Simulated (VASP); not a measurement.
Crystal: Mg.

```
Mg
1.0
     3.64497    2.10442    6.21613
    -3.64497    2.10442    6.21613
     0.00000   -4.20884    6.21613
Mg
12
Direct
  0.01019 0.65361 0.01019
  0.01019 0.01019 0.65361
  0.65361 0.01019 0.01019
  0.98981 0.34639 0.98981
  0.34639 0.98981 0.98981
  0.98981 0.98981 0.34639
  0.22118 0.63060 0.22118
  0.22118 0.22118 0.63060
  0.63060 0.22118 0.22118
  0.77882 0.36940 0.77882
  0.36940 0.77882 0.77882
  0.77882 0.77882 0.36940
```

The cell was built by a generator and needn't be a form met in nature.

```yaml
Program: VASP 6.6.1
Task: relaxation of cell and atoms
Functional: PBE
Potentials_or_basis: VASP PAW PBE potentials, release 64 (Mg)
Cutoff: 600 eV
k_mesh: 3 × 3 × 3
Occupations: gaussian, width 0.1 eV
Spin: no spin polarisation
```

At the start: pressure 15.6 GPa; volume 23.84 Å³/atom.

Task: How do energy, volume and symmetry change on relaxing?

Result: Over 26 steps the energy falls by 599.6 meV/atom and the volume is 31.49 Å³/atom (+32.1 %); space group R-3m (No. 166, to 0.05 Å).

The path:
| step | energy change (eV) | largest force (eV/Å) | pressure (GPa) | volume (Å³) |
| --- | --- | --- | --- | --- |
| 1 | 0.0000 | 2.4139 | 15.57 | 286.09 |
| 2 | -5.7198 | 0.5524 | 1.37 | 392.99 |
| 3 | -5.8511 | 0.5653 | 0.44 | 410.35 |
| 4 | -5.7989 | 0.5749 | -0.94 | 446.56 |
| 5 | -5.8761 | 0.5735 | -0.18 | 424.36 |
| 6 | -5.8761 | 0.5725 | -0.05 | 421.24 |
| 7 | -6.0190 | 0.4101 | -0.12 | 421.51 |
| 8 | -6.1548 | 0.4002 | -0.16 | 421.67 |
| 9 | -6.1594 | 0.4318 | -0.15 | 421.64 |
| 10 | -6.2440 | 0.3670 | -0.15 | 418.73 |
| 11 | -6.4124 | 0.3008 | -0.09 | 409.89 |
| 12 | -6.4432 | 0.5352 | 0.42 | 391.83 |
| 13 | -6.5455 | 0.4738 | 0.05 | 394.57 |
| 14 | -6.6801 | 0.2630 | -0.67 | 400.99 |
| 15 | -6.8420 | 0.2253 | -0.31 | 388.26 |
| 16 | -6.9604 | 0.3421 | 0.58 | 367.00 |
| 17 | -7.0576 | 0.2249 | 0.31 | 369.81 |
| 18 | -7.0649 | 0.3113 | 0.23 | 370.82 |
| 19 | -7.1354 | 0.1709 | -0.18 | 378.31 |
| 20 | -7.1457 | 0.1087 | -0.38 | 382.61 |
| 21 | -7.1798 | 0.0674 | 0.10 | 374.75 |
| 22 | -7.1799 | 0.0630 | 0.08 | 375.04 |
| 23 | -7.1845 | 0.0597 | 0.01 | 376.59 |
| 24 | -7.1876 | 0.0563 | -0.12 | 379.27 |
| 25 | -7.1903 | 0.0445 | -0.10 | 378.93 |
| 26 | -7.1952 | 0.0281 | -0.05 | 377.89 |

Final structure:
```yaml
crystal:
  lattice:
    - [3.75819, 2.16979, 7.72357]
    - [-3.75819, 2.16979, 7.72357]
    - [0.00000, -4.33959, 7.72357]
  atoms:
    - { symbol: Mg, position: [0.09143, 0.50553, 0.09143] }
    - { symbol: Mg, position: [0.09143, 0.09143, 0.50553] }
    - { symbol: Mg, position: [0.50553, 0.09143, 0.09143] }
    - { symbol: Mg, position: [0.90857, 0.49447, 0.90857] }
    - { symbol: Mg, position: [0.49447, 0.90857, 0.90857] }
    - { symbol: Mg, position: [0.90857, 0.90857, 0.49447] }
    - { symbol: Mg, position: [0.23254, 0.63159, 0.23254] }
    - { symbol: Mg, position: [0.23254, 0.23254, 0.63159] }
    - { symbol: Mg, position: [0.63159, 0.23254, 0.23254] }
    - { symbol: Mg, position: [0.76746, 0.36841, 0.76746] }
    - { symbol: Mg, position: [0.36841, 0.76746, 0.76746] }
    - { symbol: Mg, position: [0.76746, 0.76746, 0.36841] }
```

Caveat: the volume moved by over 15 % at a fixed basis, so the end points are rough.
